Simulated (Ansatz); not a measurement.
Two G0W0 runs on BeS (honeycomb bilayer).

The cell holds 4 atoms: 2 Be and 2 S. Cell: a = 3.425 Å, b = 3.425 Å, c = 31.100 Å, α = 90.0°, β = 90.0°, γ = 120.0°. Regions: layer 1 (BeS-hc), 2 atoms (1 Be and 1 S); layer 2 (BeS-hc), 2 atoms (1 Be and 1 S). Vacuum lies along c.

```xyz
4
Lattice="3.4248 0.0000 0.0000 -1.7124 2.9660 0.0000 0.0000 0.0000 31.1000" Properties=species:S:1:pos:R:3
Be    0.0000    1.9773   13.5875
S     1.7124    0.9887   13.5806
Be    0.0000    1.9773   17.5125
S     1.7124    0.9887   17.5194
```

The structure was relaxed with PBEsol-D3(BJ). The runs that relaxed it are not among those shown. PAW set soft_2, made with PBE.

The first (Ansatz 0.2.0; start PBEsol, 6×6×1 mesh, 465 empty bands, screening to 75 eV; 4 threads of Arm Neoverse V1, shared host) gave, on its mesh: starting gap 3.51 eV, G0W0 gap 5.67 eV, mean of 1 + 4πα/V (set by the cell height) 1.59, 3.8 min.

**Question.** The second changes empty bands from 465 to 188 and screening cutoff (eV) from 75.0 to 41. What does it give?

It gave: starting gap 3.51 eV, G0W0 gap 5.55 eV, mean of 1 + 4πα/V (set by the cell height) 1.60, 39 s. The G0W0 gap moves by −0.13 eV, +0.00 eV from the start and −0.13 eV from the correction. Σc changes by +0.26 eV at the valence top and +0.13 eV at the conduction bottom, and Σx − Vxc between them by −0.0001 eV.

Limits: not at the basis limit; coarse mesh for a sheet.

[Paths, hosts, dates, memory and timing lines, banners, echoed tables and standing remarks are left out of the program output.]

[Logs are printed without paths, hosts, clocks, repeated set-up lines and the standing remarks that a program may print on its own settings, such as how far it seeks lower states.]

[Runs of the session that timed out or met a known fault of the program may be left out.]

[Cells called generated may have been cut or substituted from an entry of the Crystallography Open Database or the Materials Project.]

[Hosts, paths, dates, database ids (printed as entryN), source tags and the programs' standing remarks are cut or masked in the printed files.]
